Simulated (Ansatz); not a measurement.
# Sn: single points about a listed cell

A set of self-consistent runs on Sn under further strains and shifts, swapped elements, distortions that keep the symmetry, to map its energy surface near the listed cell.

Computed with Ansatz 0.2.0 (DFT PBE, scalar-relativistic, plane waves, PAW, unless a step's input says otherwise).

## 1. The system as given

It takes space group I4_1/amd (No. 141, tetragonal). The conventional cell has a = 5.880 Å, b = 5.880 Å, c = 3.199 Å, α = 90.00°, β = 90.00°, γ = 90.00°. Around Sn (site symmetry -4m2) lie 6 Sn at 3.05 to 3.20 Å.

Coordinates:

```
CELL_PARAMETERS angstrom
-2.94014 2.94014 1.59930
2.94014 -2.94014 1.59930
2.94014 2.94014 -1.59930
ATOMIC_POSITIONS crystal
Sn 0.75000 0.25000 0.50000
Sn 0.00000 0.00000 0.00000
```

The structure comes from the Materials Project (structure only).

## 2. Substitution of an element, cell strained: Sn → Pb, first probe

What differs from the listed cell: Pb takes all sites of Sn, and lengths are scaled by 1.030 as a first guess of the size; strain xx, yy, zz, yz, xz, xy = +0.5, +0.5, +0.5, +0.0, +0.0, +0.0 %.

File input.yaml:

```yaml
crystal:
  lattice:
    - [-3.0428822463, 3.0428822463, 1.655188826]
    - [3.0428822463, -3.0428822463, 1.655188826]
    - [3.0428822463, 3.0428822463, -1.655188826]
  atoms:
    - { symbol: Pb, position: [0.75, 0.25, 0.5] }
    - { symbol: Pb, position: [0.0, 0.0, 0.0] }
basis:
  ecutwfc: 420
kpoints:
  mp_grid: { grid: [6, 6, 6] }
hamiltonian:
  xc: pbe
scf:
  occupations: { method: gaussian, width: 0.1 }
output:
  forces: true
  stress: true
  eigenvalues: true
```

Started as:

```sh
$ ansatz run input.yaml --threads 1 --pin off --max-ram 1331MiB --backend cpu --events-out ev --progress --plain --runs-dir out
```

## 3. Substitution of an element, cell strained: Sn → Pb

input.yaml, as its differences from that of step 2:

```diff
@@ -11,3 +11,3 @@
 kpoints:
-  mp_grid: { grid: [6, 6, 6] }
+  mp_grid: { grid: [14, 14, 14] }
 hamiltonian:
```

## 4. A distortion that keeps the symmetry

File input.yaml:

```yaml
crystal:
  lattice:
    - [-2.9104156353, 2.9104156353, 1.7270702248]
    - [2.9104156353, -2.9104156353, 1.7270702248]
    - [2.9104156353, 2.9104156353, -1.7270702248]
  atoms:
    - { symbol: Sn, position: [0.75, 0.25, 0.5] }
    - { symbol: Sn, position: [0.0, 0.0, 0.0] }
basis:
  ecutwfc: 420
kpoints:
  mp_grid: { grid: [14, 14, 14] }
hamiltonian:
  xc: pbe
scf:
  occupations: { method: gaussian, width: 0.1 }
output:
  forces: true
  stress: true
  eigenvalues: true
```

## 5. A change within the space group

input.yaml, as its differences from that of step 4:

```diff
@@ -2,5 +2,5 @@
   lattice:
-    - [-2.9104156353, 2.9104156353, 1.7270702248]
-    - [2.9104156353, -2.9104156353, 1.7270702248]
-    - [2.9104156353, 2.9104156353, -1.7270702248]
+    - [-2.9460207362, 2.9460207362, 1.7464377719]
+    - [2.9460207362, -2.9460207362, 1.7464377719]
+    - [2.9460207362, 2.9460207362, -1.7464377719]
   atoms:
```

## 6. A distortion of lower symmetry

File input.yaml:

```yaml
crystal:
  lattice:
    - [-3.1162279309, 3.1412730001, 1.4809536417]
    - [3.1412730001, -3.1162279309, 1.4809536417]
    - [2.7634110763, 2.7634110763, -1.4349110422]
  atoms:
    - { symbol: Sn, position: [0.7572150306, 0.2427849694, 0.5] }
    - { symbol: Sn, position: [-0.0072150306, 0.0072150306, 0.0] }
basis:
  ecutwfc: 420
kpoints:
  mp_grid: { grid: [14, 14, 10] }
hamiltonian:
  xc: pbe
scf:
  occupations: { method: gaussian, width: 0.1 }
output:
  forces: true
  stress: true
  eigenvalues: true
```

## 7. A change within the space group

File input.yaml:

```yaml
crystal:
  lattice:
    - [-3.1666194746, 3.1666194746, 1.5785590421]
    - [3.1666194746, -3.1666194746, 1.5785590421]
    - [3.1666194746, 3.1666194746, -1.5785590421]
  atoms:
    - { symbol: Sn, position: [0.75, 0.25, 0.5] }
    - { symbol: Sn, position: [0.0, 0.0, 0.0] }
basis:
  ecutwfc: 420
kpoints:
  mp_grid: { grid: [14, 14, 14] }
hamiltonian:
  xc: pbe
scf:
  occupations: { method: gaussian, width: 0.1 }
output:
  forces: true
  stress: true
  eigenvalues: true
```

## 8. A change within the space group

input.yaml, as its differences from that of step 7:

```diff
@@ -2,5 +2,5 @@
   lattice:
-    - [-3.1666194746, 3.1666194746, 1.5785590421]
-    - [3.1666194746, -3.1666194746, 1.5785590421]
-    - [3.1666194746, 3.1666194746, -1.5785590421]
+    - [-3.0972027584, 3.0972027584, 1.5887785818]
+    - [3.0972027584, -3.0972027584, 1.5887785818]
+    - [3.0972027584, 3.0972027584, -1.5887785818]
   atoms:
```

## 9. A change within a subgroup

File input.yaml:

```yaml
crystal:
  lattice:
    - [-2.7936366812, 2.8135639839, 1.5326910611]
    - [2.8135639839, -2.7936366812, 1.5326910611]
    - [2.9112422994, 2.9112422994, -1.496056911]
  atoms:
    - { symbol: Sn, position: [0.737974949, 0.262025051, 0.5] }
    - { symbol: Sn, position: [0.012025051, -0.012025051, 0.0] }
basis:
  ecutwfc: 420
kpoints:
  mp_grid: { grid: [14, 14, 10] }
hamiltonian:
  xc: pbe
scf:
  occupations: { method: gaussian, width: 0.1 }
output:
  forces: true
  stress: true
  eigenvalues: true
```

**Question.** What will these runs give? Wanted: for each run, case; energy; pressure; largest force.

The runs gave:

```
step                                                case  energy (meV/atom)  pressure (GPa)  largest force (eV/Å)  gap on the mesh (eV)
   3  substitution of an element, cell strained: Sn → Pb                n/a             3.7                  0.00                  0.00
   4                a distortion that keeps the symmetry               +0.0            -0.8                  0.00                  0.00
   5                     a change within the space group               +9.5            -2.2                  0.00                  0.00
   6                      a distortion of lower symmetry             +89.5*             7.0                  0.47                  0.00
   7                     a change within the space group              +39.9            -3.6                  0.00                  0.00
   8                     a change within the space group               +6.1            -2.7                  0.00                  0.00
   9                          a change within a subgroup             +99.9*             8.8                  0.95                  0.00
```

Energies are counted from step 4, with the smearing taken to zero; a star marks another k mesh, which can shift energies by itself, so starred rows don't rank against the others. Other atoms or functionals have another zero of energy (n/a). A gap of 0.00 means none on the mesh at this level.

In words: Among the distorted cells of the listed formula and level the largest force, 0.95 eV/Å, comes in step 9, shared by 2 atoms. The pressure is 8.8 GPa in the smallest cell and -3.6 GPa in the largest; between them shape and moved atoms count too. The distorted cells of the listed formula and level show no gap on the mesh. Spin-orbit coupling is left out for Pb.
